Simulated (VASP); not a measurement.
CdO:

```
Cd O
1.0
     0.00000    2.10550    2.10550
     2.10550    0.00000    2.10550
     2.10550    2.10550    0.00000
Cd O
1 1
Direct
  0.00000 0.00000 0.00000
  0.50000 0.50000 0.50000
```

The cell was built by a generator and isn't the measured one.

Program: VASP 6.6.1. Alike in all runs: task single point; no spin polarisation; cell as given; cutoff (eV) 520; smearing fermi-dirac 0.05 eV.

Q: Order these runs on this cell by their band gap on the k mesh, lowest first.
A. level HSE06; potentials or basis VASP PAW PBE potentials, release 64 (Cd, O); k mesh 8 × 8 × 8; grid for exact exchange (PRECFOCK) Fast; screening parameter 0.2 1/A
B. level LDA; potentials or basis VASP PAW LDA potentials, release 64 (Cd, O); k mesh 12 × 12 × 12
C. level TB-mBJ; potentials or basis VASP PAW PBE potentials, release 64 (Cd, O); k mesh 8 × 8 × 8
D. level PBE0; potentials or basis VASP PAW PBE potentials, release 64 (Cd, O); k mesh 8 × 8 × 8; grid for exact exchange (PRECFOCK) Fast; exchange at q = 0 truncated

A: B (0.24 eV), A (1.83 eV), C (2.07 eV), D (2.53 eV).

A k mesh can miss the band edges.

Runs at the PBE level aren't shown here.
